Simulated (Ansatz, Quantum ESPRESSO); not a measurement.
## BaTiO3: programs and potentials compared

```
Ba Ti O
1.0
     3.98550    0.00000    0.00000
     0.00000    2.83690    2.84515
     0.00000   -2.83690    2.84515
Ba Ti O
1 1 3
Cartesian
  0.0000 0.0000 0.0000
  1.9928 0.0000 2.9157
  1.9928 1.3804 4.2594
  1.9928 -1.3804 4.2594
  0.0000 0.0000 2.7735
```

Alike in all runs: task band structure; functional PBEsol; k mesh 7 × 7 × 7; occupations fermi-dirac, width 0.05 eV; no spin polarisation; no spin-orbit coupling. Pressure is positive in compression and, in plane waves, holds the error of the finite cutoff, which Ansatz's Pulay term estimates and takes out. Gaps are the smaller of the mesh's and the band path's.

```tsv
program and potentials	plane-wave cutoff (eV)	notes	band gap (eV)	pressure (GPa)	largest force (eV/Å)
Ansatz, Ansatz PAW	420	potentials made for PBE, which Ansatz adapts in part; Pulay term of +0.59 GPa included	1.87	-3.94	0.287
Quantum ESPRESSO, GBRV 1.5 PBEsol	612	-	1.85	-2.93	0.285
Ansatz, all-electron LAPW, scalar-relativistic	-	-	1.86	-3.93	0.290
```

Force on atom 4 (O), eV/Å:

```
                        program and potentials      x      y       z
                            Ansatz, Ansatz PAW  0.000  0.031  -0.286
             Quantum ESPRESSO, GBRV 1.5 PBEsol  0.000  0.022  -0.285
Ansatz, all-electron LAPW, scalar-relativistic  0.000  0.033  -0.288
```

The band gap spans 1.85 (Quantum ESPRESSO, GBRV 1.5 PBEsol) to 1.87 eV (Ansatz, Ansatz PAW), with all-electron results at 1.86. The pressure spans -3.94 (Ansatz, Ansatz PAW) to -2.93 GPa (Quantum ESPRESSO, GBRV 1.5 PBEsol), with all-electron results at -3.93. The paths' points differ, which is worth about 0.01 eV.

The functional is the same throughout but for its coding, so the spread measures potentials, basis and numerics; runs on potential files found faulty are left out.

All three runs agree that the polar distortion is too small for this cell. The force on the oxygen points towards the titanium to which it is already closer, so the short Ti–O bond would shorten further. This is the usual ferroelectric instability, in which hybridisation of O 2p with empty Ti 3d states outweighs short-range repulsion.

The gap, between mainly O 2p and Ti 3d states, hardly depends on the potentials. It lies well below the measured one, as expected of a semilocal functional, which lacks the derivative discontinuity.

Pressure separates the runs more clearly. An incomplete plane-wave basis normally makes it too negative, yet Quantum ESPRESSO gives a less negative value than the all-electron run, so the GBRV potentials are the likelier source of the difference. The negative sign means that the cell would contract with the ions held in place, but it doesn't settle the equilibrium volume, since growth of the polar distortion would probably offset part of that tension.
